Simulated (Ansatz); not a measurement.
**Electric field gradients in Ta5As4**

Level of theory: DFT PBEsol, scalar-relativistic, plane waves, PAW (Ansatz 0.2.0). Settings: 420 eV plane-wave cutoff, Γ-centred 12×12×12 mesh, Fermi-Dirac smearing of 0.15 eV. No spin polarisation.

Equilibrium structure at this level:
```
Ta As
1.0
    -4.89424    4.89424    1.69692
     4.89424   -4.89424    1.69692
     4.89424    4.89424   -1.69692
Ta As
5 4
Direct
  0.00000 0.00000 0.00000
  0.63165 0.30559 0.93724
  0.69441 0.63165 0.32606
  0.36835 0.69441 0.06276
  0.30559 0.36835 0.67394
  0.71390 0.05188 0.76578
  0.94812 0.71390 0.66202
  0.28610 0.94812 0.23422
  0.05188 0.28610 0.33798
```

In a metal these results depend on the k mesh and the smearing. Spin–orbit coupling is left out, which matters for gradients at heavy nuclei.

Question: Give V_zz (10²¹ V/m²) and the asymmetry η at each distinct site.

Answer:
```json
{"atom": "Ta (atom 1)", "V_zz": "-22.38", "η": "0.00"}
{"atom": "Ta (atom 2)", "V_zz": "-14.83", "η": "0.24"}
{"atom": "As (atom 6)", "V_zz": "-7.44", "η": "0.89"}
```

Cost: 1 run of about 2.1 core-minutes, on Intel Xeon Platinum 8259CL (Skylake/Cascade Lake) (shared hosts).